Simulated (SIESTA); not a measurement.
MnH2O2 (Pyrochroite) under changes of volume

One of the cells (8.196 Å³/atom); the others are scaled copies at fixed shape and fractional positions:

```
CELL_PARAMETERS angstrom
3.25000 0.00000 0.00000
-1.62500 2.81458 0.00000
0.00000 0.00000 4.48000
ATOMIC_POSITIONS crystal
Mn 0.00000 0.00000 0.00000
O 0.66667 0.33333 0.77400
O 0.33333 0.66667 0.22600
H 0.66667 0.33333 0.55400
H 0.33333 0.66667 0.44600
```

- Program: SIESTA 5.4.2
- Functional: PBEsol
- Potentials or basis: PseudoDojo 0.4 standard (PBEsol files)
- Basis: DZP (energy shift 0.003 Ry; two zetas on semicore shells)
- Grid cutoff: 800 Ry
- Energy shift: 0.003 Ry
- k mesh: 7 × 7 × 4
- Occupations: fermi-dirac, width 0.05 eV
- Spin: collinear spin, ferromagnetic start
- Starting moments: [4.0, 0.0, 0.0, 0.0, 0.0] μB

| volume (Å³/atom) | energy over the lowest point (meV/atom) | pressure (GPa) | gap on the mesh (eV) | largest force (eV/Å) |
| --- | --- | --- | --- | --- |
| 7.704 | 46.98 | 18.4 | 0.26 | 1.245 |
| 7.868 | ? | ? | ? | ? |
| 8.032 | 17.66 | 10.5 | 0.27 | 0.603 |
| 8.196 | 8.66 | 7.1 | 0.28 | 0.503 |
| 8.360 | 2.95 | 4.1 | 0.29 | 0.622 |
| 8.524 | 0.14 | 1.4 | 0.30 | 0.739 |
| 8.688 | 0.00 | -1.1 | 0.31 | 0.847 |

Task: What does the run at 7.868 Å³/atom give?

Result: Energy over the lowest point 30.32 meV/atom; pressure 14.3 GPa; gap on the mesh 0.26 eV; largest force 0.916 eV/Å.

Worked out: A Birch-Murnaghan fit of order 3 (a polynomial in V^(-2/3)) to the other rows has its minimum at 8.62 Å³/atom with B0 = V·E''(V) = 128 GPa and B' = 4.6 at fixed shape and positions, which overstates the stiffness. It gives 30.29 meV/atom at 7.868 Å³/atom, against the run's 30.32, and -dE/dV = 14.3 GPa, against 14.3. A straight line through the other rows of the gap, of slope 0.427 eV per unit of ln V, gives 0.27 eV, against the run's 0.26.

Energies are extrapolated to zero smearing.

Caveats: short orbitals over semicore shells can move pressures by several GPa; an odd mesh through Γ misses points on the zone boundary, where band edges often lie; the basis of atomic orbitals isn't converged, which shifts pressures, moduli and gaps; a cell with one magnetic atom can't hold antiferromagnetic order, which such compounds often take; forces of over 1 eV/Å show positions far from the minimum, so gaps and moduli don't describe the material at rest (some runs).
